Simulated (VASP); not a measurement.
# Ho (Im-3m) in VASP: further runs

Runs on Ho. Level: LDA. Tasks: single point.

Everything below comes from runs of VASP 6.6.1. Logs are shortened: lines on timing, memory, paths and dates and some standing lists are left out, and cuts for length are marked.

## (1) Starting point

The structure is cubic, space group Im-3m (No. 229). Conventional cell: a = 3.981 Å, b = 3.981 Å, c = 3.981 Å, α = 90.00°, β = 90.00°, γ = 90.00°. Ho (site symmetry m-3m) is surrounded by 8 Ho at 3.45 Å.

This isn't the form of Ho at room conditions, which is hcp.

## (2) Single point, LDA, collinear spin, ferromagnetic start

INCAR

```
PREC = Accurate
ENCUT = 460
EDIFF = 1E-6
ISMEAR = 1
SIGMA = 0.4
LREAL = F
LASPH = T
NELM = 100
ALGO = Normal
ISIF = 2
LWAVE = F
LCHARG = F
ISPIN = 2
MAGMOM = 4
LORBIT = 11
LMAXMIX = 6
GGA = CA
NBANDS = 20
ADDGRID = F
```

KPOINTS

```
Automatic mesh
0
Gamma
  10 10 10
```

POSCAR

```
Ho
1.0
   -1.9905175072      1.9905175072      1.9905175072
    1.9905175072     -1.9905175072      1.9905175072
    1.9905175072      1.9905175072     -1.9905175072
Ho
1
Direct
    0.0000000000      0.0000000000      0.0000000000
```

Potentials or basis: VASP PAW PBE potentials, release 64 (Ho).

Started as:

```bash
$ cat potpaw_PBE.64/Ho/POTCAR > POTCAR
$ mpirun -np 1 vasp_std > vasp.out
```

OUTCAR:

```text
PREC = Accurate
   ENCUT = 460
   EDIFF = 1E-6
   ISMEAR = 1
   LREAL = F
   LASPH = T
   NELM = 100
   ISIF = 2
   ISPIN = 2
   LORBIT = 11
   GGA = CA

 Found     47 irreducible k-points:

 Following reciprocal coordinates:
            Coordinates               Weight
  0.000000  0.000000  0.000000      1.000000
  0.100000  0.000000  0.000000     12.000000
  0.200000  0.000000  0.000000     12.000000
  0.300000  0.000000  0.000000     12.000000
  0.400000  0.000000  0.000000     12.000000
  0.500000  0.000000  0.000000      6.000000
   k-points           NKPTS =     47   k-points in BZ     NKDIM =     47   number of bands    NBANDS=     20
   number of dos      NEDOS =    301   number of ions     NIONS =      1
   total plane-waves  NPLWV =  13824
   dimension x,y,z NGX =    24 NGY =   24 NGZ =   24
   dimension x,y,z NGXF=    48 NGYF=   48 NGZF=   48
   ions per type =               1
   NGX,Y,Z   is equivalent  to a cutoff of  11.57, 11.57, 11.57 a.u.
   NGXF,Y,Z  is equivalent  to a cutoff of  23.15, 23.15, 23.15 a.u.
 SYSTEM =  unknown system
   PREC   = accura    normal or accurate (medium, high low for compatibility)
   ISTART =      0    job   : 0-new  1-cont  2-samecut
   ICHARG =      2    charge: 1-file 2-atom 10-const
   ISPIN  =      2    spin polarized calculation?
   LNONCOLLINEAR =      F non collinear calculations
   LSORBIT =      F    spin-orbit coupling
   LASPH  =      T    aspherical Exc in radial PAW
   ENCUT  =  460.0 eV  33.81 Ry    5.81 a.u.   6.03  6.03  6.03*2*pi/ulx,y,z
   NELM   =    100;   NELMIN=  2; NELMDL= -5     # of ELM steps
   EDIFF  = 0.1E-05   stopping-criterion for ELM
   LREAL  =      F    real-space projection
   EDIFFG = 0.1E-04   stopping-criterion for IOM
   NSW    =      0    number of steps for IOM
   IBRION =     -1    ionic relax: 0-MD 1-quasi-New 2-CG
   NFREE  =      0    steps in history (QN), initial steepest desc. (CG)
   ISIF   =      2    stress and relaxation
   ISYM   =      2    0-nonsym 1-usesym 2-fastsym
   POTIM  = 0.5000    time-step for ionic-motion
   TEBEG  =    0.0;   TEEND  =   0.0 temperature during run
   PSTRESS=    0.0 pullay stress
   NELECT =      21.0000    total number of electrons
   NUPDOWN=      -1.0000    fix difference up-down
   EMIN   =  10.00;   EMAX   =-10.00  energy-range for DOS
   EFERMI =   0.00;   METHOD = LEGACY
   ISMEAR =     1;   SIGMA  =   0.40  broadening in eV -4-tet -1-fermi 0-gaus
   EFERMI_NEDOS =   21; number of points for ismear=-14 and -15
   IALGO  =     38    algorithm
   IMIX   =      4    mixing-type and parameters
     AMIX     =   0.40;   BMIX     =  1.00
     AMIX_MAG =   1.60;   BMIX_MAG =  1.00
  volume/ion in A,a.u.               =      31.55       212.89
  Fermi-wavevector in a.u.,A,eV,Ry     =   1.429427  2.701225 27.800255  2.043261
  Thomas-Fermi vector in A             =   2.549382
   LORBIT       =     11    0 simple, 1 ext, 2 COOP (PROOUT), +10 PAW based schemes
   GGA     = CA    functional components
   LHFCALC =     F    Hartree Fock is set to
   AEXX    =    0.0000 exact exchange contribution
   IVDW    =     0    specifies the selected vdW correction
   LEPSILON=     F    determine dielectric tensor
   LRPA    =     F    only Hartree local field effects (RPA)
 spin polarized calculation
 Methfessel and Paxton  Order N= 1 SIGMA  =   0.40
  energy-cutoff  :      460.00
  volume of cell :       31.55
 maximum number of plane-waves:       719
   NGX = 13   NGY = 13   NGZ = 13

 number of electron      21.0000021 magnetization       3.3166770

 Free energy of the ion-electron system (eV)
  ---------------------------------------------------
  ext. energy  EPLUGINS =         0.00000000
  ---------------------------------------------------
  free energy    TOTEN  =        -6.49392576 eV

  energy without entropy =       -6.20050435  energy(sigma->0) =       -6.39611863

 E-fermi :   2.3078     XC(G=0): -10.3911

 val. band max:        2.3069396096   @ k =   0.2000   0.1000   0.1000
 cond. band min:       2.3086843443   @ k =  -0.2000   0.2000   0.2000
 fundamental gap:      0.0017447347
 Fermi energy:         2.3077835455

 spin component 1

 k-point     1 :       0.0000    0.0000    0.0000
  band No.  band energies     occupation
      1     -45.4994      1.00000
      2     -20.3581      1.00000
      3     -20.3581      1.00000
      4     -20.3581      1.00000
      5      -2.8136      1.00000
      6      -0.1879      1.00000
[... 12 lines left out ...]
     19      13.6058      0.00000
     20      13.6058      0.00000

 k-point     2 :       0.1000    0.0000    0.0000
  band No.  band energies     occupation
      1     -45.4941      1.00000
      2     -20.4267      1.00000
      3     -20.3793      1.00000
      4     -20.3584      1.00000
      5      -2.5222      1.00000
      6      -0.1843      1.00000
[... 12 lines left out ...]
     19      14.1402      0.00000
     20      14.4273      0.00000

 k-point     3 :       0.2000    0.0000    0.0000
  band No.  band energies     occupation
      1     -45.4804      1.00000
      2     -20.6012      1.00000
      3     -20.4342      1.00000
      4     -20.3594      1.00000
      5      -1.7260      1.00000
      6      -0.1816      1.00000
[... 12 lines left out ...]
     19      15.3352      0.00000
     20      15.5872      0.00000

 k-point     4 :       0.3000    0.0000    0.0000
  band No.  band energies     occupation
      1     -45.4634      1.00000
      2     -20.8080      1.00000
      3     -20.5010      1.00000
      4     -20.3606      1.00000
      5      -0.6932      1.00000
      6      -0.1916      1.00000
[... 12 lines left out ...]
     19      13.6450      0.00000
     20      17.6483      0.00000

 k-point     5 :       0.4000    0.0000    0.0000
  band No.  band energies     occupation
      1     -45.4495      1.00000
      2     -20.9690      1.00000
      3     -20.5544      1.00000
      4     -20.3616      1.00000
      5      -0.2054      1.00000
      6      -0.2008      1.00000
[... 12 lines left out ...]
     19      11.9801      0.00000
     20      15.4588      0.00000

 k-point     6 :       0.5000    0.0000    0.0000
  band No.  band energies     occupation
      1     -45.4442      1.00000
      2     -21.0289      1.00000
      3     -20.5745      1.00000
      4     -20.3619      1.00000
      5      -0.2110      1.00000
      6      -0.2068      1.00000
[... 12 lines left out ...]
     19      11.3777      0.00000
     20      14.1941      0.00000

 [... further k-points ...]

 spin component 2

 k-point     1 :       0.0000    0.0000    0.0000
  band No.  band energies     occupation
      1     -44.1585      1.00000
      2     -19.3812      1.00000
      3     -19.3812      1.00000
      4     -19.3812      1.00000
      5      -2.7729      1.00000
      6       2.1436      0.81708
[... 12 lines left out ...]
     19      13.6749      0.00000
     20      13.6749      0.00000

 k-point     2 :       0.1000    0.0000    0.0000
  band No.  band energies     occupation
      1     -44.1526      1.00000
      2     -19.4583      1.00000
      3     -19.4046      1.00000
      4     -19.3817      1.00000
      5      -2.4741      1.00000
      6       2.1370      0.82741
[... 12 lines left out ...]
     19      14.2137      0.00000
     20      14.5448      0.00000

 k-point     3 :       0.2000    0.0000    0.0000
  band No.  band energies     occupation
      1     -44.1371      1.00000
      2     -19.6537      1.00000
      3     -19.4652      1.00000
      4     -19.3831      1.00000
      5      -1.6613      1.00000
      6       2.1210      0.85139
[... 12 lines left out ...]
     19      15.6008      0.00000
     20      15.6725      0.00000

 k-point     4 :       0.3000    0.0000    0.0000
  band No.  band energies     occupation
      1     -44.1179      1.00000
      2     -19.8838      1.00000
      3     -19.5387      1.00000
      4     -19.3847      1.00000
      5      -0.6129      1.00000
      6       2.1224      0.84934
[... 12 lines left out ...]
     19      13.9669      0.00000
     20      17.7537      0.00000

 k-point     5 :       0.4000    0.0000    0.0000
  band No.  band energies     occupation
      1     -44.1023      1.00000
      2     -20.0621      1.00000
      3     -19.5974      1.00000
      4     -19.3862      1.00000
      5       0.1524      1.00000
      6       2.1598      0.79062
[... 12 lines left out ...]
     19      12.3651      0.00000
     20      15.7395      0.00000

 k-point     6 :       0.5000    0.0000    0.0000
  band No.  band energies     occupation
      1     -44.0963      1.00000
      2     -20.1283      1.00000
      3     -19.6194      1.00000
      4     -19.3866      1.00000
      5       0.3611      1.00000
      6       2.1581      0.79342
[... 12 lines left out ...]
     19      11.8064      0.00000
     20      14.4204      0.00000

 [... further k-points ...]

------------------------ aborting loop because EDIFF is reached ----------------------------------------

  FORCE on cell =-STRESS in cart. coord.  units (eV):
  Direction    XX          YY          ZZ          XY          YZ          ZX
  --------------------------------------------------------------------------------------
  -------------------------------------------------------------------------------------
  Total       -1.0485070     -1.0485070     -1.0485070      0.0000000      0.0000000      0.0000000
  in kB      -53.2505282    -53.2505282    -53.2505282      0.0000000      0.0000000      0.0000000
  external PRESSURE =     -53.2505282 kB  Pullay stress =       0.0000000 kB

 VOLUME and BASIS-vectors are now :
 -----------------------------------------------------------------------------
  energy-cutoff  :      460.00
  volume of cell :       31.55
      direct lattice vectors                 reciprocal lattice vectors
    -1.990517507  1.990517507  1.990517507     0.000000000  0.251190958  0.251190958
     1.990517507 -1.990517507  1.990517507     0.251190958  0.000000000  0.251190958
     1.990517507  1.990517507 -1.990517507     0.251190958  0.251190958  0.000000000

 POSITION                                       TOTAL-FORCE (eV/Angst)
 -----------------------------------------------------------------------------------
      0.00000      0.00000      0.00000        -0.000000      0.000000     -0.000000
 -----------------------------------------------------------------------------------
    total drift:                               -0.000000      0.000000      0.000000

  FREE ENERGIE OF THE ION-ELECTRON SYSTEM (eV)
  ---------------------------------------------------
  free  energy   TOTEN  =        -6.4939257641 eV

  energy  without entropy=       -6.2005043504  energy(sigma->0) =       -6.39611863

 total charge

# of ion       s       p       d       f       tot
--------------------------------------------------
    1        2.125   5.684   0.392  10.385  18.586

 magnetization (x)

# of ion       s       p       d       f       tot
--------------------------------------------------
    1        0.004  -0.029  -0.015   3.388   3.347
```

It took 1.8 min on 1 thread of Intel Xeon Platinum 8375C at 2.90GHz (Ice Lake), shared host; peak memory 0.17 GiB.

These settings aren't checked as converged: the numbers below hold their error.

What came out:

```yaml
Free_energy: -6.4939 eV
Pressure: -5.3 GPa
Band_gap_on_the_k_mesh: none (metal or under the smearing width)
Net_moment: 3.32 μB per cell
Site_moments: Ho +3.35 μB
Valence_electrons_inside_the_program's_atomic_spheres: Ho 18.59
```

Caveat: the magnetic or orbital state may not be the lowest; the PAW data sets were made with another functional, which shifts forces and pressure a little; spin-orbit coupling is left out, which moves the levels of the heavy elements.

## (3) Single point, LDA, collinear spin, ferromagnetic start

INCAR: that of step 2 with these lines changed.

```diff
@@ -4,3 +4,3 @@
 ISMEAR = 1
-SIGMA = 0.4
+SIGMA = 0.2
 LREAL = F
```

KPOINTS is that of step 2.

POSCAR is that of step 2.

Potentials or basis: VASP PAW PBE potentials, release 64 (Ho).

Started as:

```bash
$ cat potpaw_PBE.64/Ho/POTCAR > POTCAR
$ mpirun -np 1 vasp_std > vasp.out
```

Wall time 1.8 min (1 thread of Intel Xeon Platinum 8375C at 2.90GHz (Ice Lake), shared host); peak memory 0.16 GiB.

The run converged, but some of its settings lie outside the range that counts as converged, so its numbers aren't taken as properties of the crystal.

What came out:

| Property | Result |
| --- | --- |
| Free energy | -6.4047 eV |
| Pressure | -3.0 GPa |
| Band gap on the k mesh | none (metal or under the smearing width) |
| Net moment | 3.34 μB per cell |
| Site moments | Ho +3.36 μB |
| Valence electrons inside the program's atomic spheres | Ho 18.58 |

Caveat: the magnetic or orbital state may not be the lowest; the PAW data sets were made with another functional, which shifts forces and pressure a little; spin-orbit coupling is left out, which moves the levels of the heavy elements.

(Continued in part 2 of 2.)
